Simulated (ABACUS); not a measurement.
Here is an ABACUS 3.10.1 calculation.

INPUT

```
INPUT_PARAMETERS
suffix              PbS
calculation         scf
basis_type          lcao
pseudo_dir          ./
orbital_dir         ./
symmetry            1
dft_functional      pbe
ecutwfc             100
pseudo_rcut         10
nspin               1
nbands              14
ks_solver           genelpa
smearing_method     fd
smearing_sigma      0.00367493
scf_thr             1e-07
scf_nmax            100
mixing_type         broyden
mixing_beta         0.7
cal_force           1
cal_stress          1
out_mul             1
```

The input STRU:

```
ATOMIC_SPECIES
Pb 207.2000 Pb.upf
S 32.0600 S.upf

NUMERICAL_ORBITAL
Pb_confined-atom_8au_3s3p3d1f.orb
S_confined-atom_7au_3s3p2d1f.orb

LATTICE_CONSTANT
1.8897261246

LATTICE_VECTORS
0.0000000000 2.9657500000 2.9657500000
2.9657500000 0.0000000000 2.9657500000
2.9657500000 2.9657500000 0.0000000000

ATOMIC_POSITIONS
Direct

Pb
0.0
1
0.0000000000 0.0000000000 0.0000000000 1 1 1

S
0.0
1
0.5000000000 0.5000000000 0.5000000000 1 1 1
```

KPT

```
K_POINTS
0
Gamma
8 8 8 0 0 0
```

Potentials or basis: PseudoDojo NC SR 0.4.1 PBE standard, TZDP LCAO (the cutoffs set its grid).

Run with:

```console
$ OMP_NUM_THREADS=1 mpirun -np 4 abacus > log
```

(1) Predict the band gap on the k mesh.

(2) Estimate the pressure.

## Answers

(1) 0.39 eV, direct.

(2) 2.3 GPa.

Caveat: the atomic orbitals were generated for these runs and aren't a published set; spin-orbit coupling is left out, which as a rule narrows the gap of such compounds by several tenths of an eV; the basis of atomic orbitals isn't converged, which shifts pressures, moduli and gaps.
